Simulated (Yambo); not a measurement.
# AlN: optical spectrum with PBEsol

Crystal: AlN.

```
Al N
1.0
     0.00000    2.03452    2.03452
     2.03452    0.00000    2.03452
     2.03452    2.03452    0.00000
Al N
1 1
Direct
  0.50000 0.50000 0.50000
  0.00000 0.00000 0.00000
```

Measurements of this composition are mostly on another form, of space group No. 186.

| Quantity | Value |
| --- | --- |
| Program | Yambo 5.3.0 |
| Task | optical spectrum |
| Functional | PBEsol |
| Potentials or basis | PseudoDojo 0.4.1 SR PBEsol standard |
| Cutoff | 1143 eV |
| Density cutoff | 4572 eV |
| k mesh | 24 × 24 × 24 |
| Occupations | fixed |
| Spin | no spin polarisation |
| k mesh of the self-consistent run | 24 × 24 × 24 |
| Direction of the field or of q to 0 | y |
| Broadening | 0.05 eV |
| Kernel | none (independent particles) |
| Top of the energy range | 30 eV |
| Energy points | 300 |
| Correction of the levels | none |
| Bands in the response | 19 |

- Band gap on the k mesh, mean-field level: 4.41 eV, indirect (least direct gap 5.40 eV)
- Absorption peak: 8.73 eV
- Electronic dielectric constant along the field: 5.34

Dielectric function (along the field direction of the input):
```
energy (eV)  real part  imaginary part
       0.30       5.35            0.02
       0.90       5.38            0.02
       1.61       5.47            0.02
       2.31       5.63            0.03
       3.01       5.85            0.03
       3.61       6.13            0.04
       4.31       6.60            0.05
       5.02       7.34            0.08
       5.72       8.58            0.55
       6.32       9.90            1.02
       7.02      13.87            3.26
       7.73      11.29            6.79
       8.43      10.02           13.39
       9.03      -0.29           14.48
       9.73      -1.50            7.51
      10.43      -0.72            6.28
      11.14      -0.31            4.94
      11.74       0.67            7.73
      12.44      -1.25            7.10
      13.14      -4.15            5.49
      13.85      -3.12            3.12
      14.45      -3.07            2.73
      15.15      -2.61            2.23
      15.85      -2.25            2.06
      16.56      -2.10            1.67
      17.16      -1.64            1.14
      17.86      -1.41            0.99
      18.56      -1.07            0.73
      19.26      -0.87            0.64
      19.97      -0.82            0.42
```

Energy-loss function:
```json
{"energy (eV)": "0.0", "loss": "0.001"}
{"energy (eV)": "1.3", "loss": "0.001"}
{"energy (eV)": "2.6", "loss": "0.001"}
{"energy (eV)": "3.9", "loss": "0.001"}
{"energy (eV)": "5.2", "loss": "0.002"}
{"energy (eV)": "6.5", "loss": "0.013"}
{"energy (eV)": "7.8", "loss": "0.032"}
{"energy (eV)": "9.1", "loss": "0.068"}
{"energy (eV)": "10.4", "loss": "0.157"}
{"energy (eV)": "11.7", "loss": "0.128"}
{"energy (eV)": "13.0", "loss": "0.126"}
{"energy (eV)": "14.3", "loss": "0.177"}
{"energy (eV)": "15.7", "loss": "0.239"}
{"energy (eV)": "17.0", "loss": "0.246"}
{"energy (eV)": "18.3", "loss": "0.409"}
{"energy (eV)": "19.6", "loss": "0.490"}
{"energy (eV)": "20.9", "loss": "0.674"}
{"energy (eV)": "22.2", "loss": "1.852"}
{"energy (eV)": "23.5", "loss": "4.049"}
{"energy (eV)": "24.8", "loss": "4.119"}
{"energy (eV)": "26.1", "loss": "2.520"}
{"energy (eV)": "27.4", "loss": "1.228"}
{"energy (eV)": "28.7", "loss": "0.993"}
{"energy (eV)": "30.0", "loss": "1.168"}
```

Wall time 4.2 min on 1 thread of Intel(R) Xeon(R) Platinum 8175M CPU @ 2.50GHz (Skylake/Cascade Lake) (shared host).

Caveat: independent-particle spectra lack excitons. PBEsol gaps usually lie below the measured ones, often by a third to a half.
